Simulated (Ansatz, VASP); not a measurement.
## Two plane-wave programs on ZrB2

The input INCAR:

```
PREC     = Accurate       # precision mode
ENCUT    = 520            # plane-wave cutoff, eV
EDIFF    = 1E-7           # SCF threshold, eV
ISMEAR   = 0              # smearing method
SIGMA    = 0.1            # smearing width, eV
LREAL    = F              # projectors in reciprocal space
LASPH    = T              # aspherical terms in the spheres
NELM     = 100            # most SCF steps
ALGO     = Normal         # electronic algorithm
ISIF     = 2              # what is computed and relaxed
LWAVE    = F              # write WAVECAR
LCHARG   = F              # write CHGCAR
GGA      = PE             # functional
NBANDS   = 16             # bands
```

KPOINTS

```
regular mesh
0
Gamma
  6 6 6
```

File POSCAR:

```
ZrB2
1.0
    3.1675250000      0.0000000000      0.0000000000
   -1.5837620000      2.7431570000      0.0000000000
    0.0000000000      0.0000000000      3.5523880000
Zr B
1 2
Direct
    0.0000000000      0.0000000000      0.0000000000
    0.3333330000      0.6666670000      0.5000000000
    0.6666670000      0.3333330000      0.5000000000
```

Input for Ansatz:

```yaml
crystal:
  lattice:
    - [3.16752458, 0.0, 0.0]
    - [-1.58376229, 2.74315691, 0.0]
    - [0.0, 0.0, 3.55238795]
  atoms:
    - { symbol: Zr, position: [0.0, 0.0, 0.0] }
    - { symbol: B, position: [0.33333334, 0.66666669, 0.5] }
    - { symbol: B, position: [0.66666669, 0.33333334, 0.5] }
basis:
  ecutwfc: 420
kpoints:
  mp_grid: { grid: [6, 6, 6] }
hamiltonian:
  xc: pbe
scf:
  occupations: { method: gaussian, width: 0.1 }
output:
  forces: true
  stress: true
  eigenvalues: true
```

The cell is a database's computed one.

Alike in both runs: task single point; functional PBE; k mesh 6 × 6 × 6; occupations gaussian, width 0.1 eV; no spin polarisation.

```csv
,VASP,Ansatz
version,VASP 6.6.1,Ansatz 0.2.0
potentials or method,"VASP PAW PBE potentials, release 64 (Zr_sv, B)","scalar-relativistic, plane waves, PAW"
plane-wave cutoff (eV),520,420
valence electrons in the cell,18,18
```

```tsv
	VASP	Ansatz	Ansatz less VASP
gap on the k mesh at the Fermi level (eV)	none	none	-
pressure (GPa)	0.3	0.2	-0.14
largest component of the traceless stress (GPa)	1.93	1.97	+0.042
```

A gap of «none» marks a metal or a gap that the smearing closes. Ansatz warned: «structure_snapped_to_symmetry».

Caveats: the k mesh is coarse (spacing up to 0.38 Å⁻¹), so the values aren't converged.
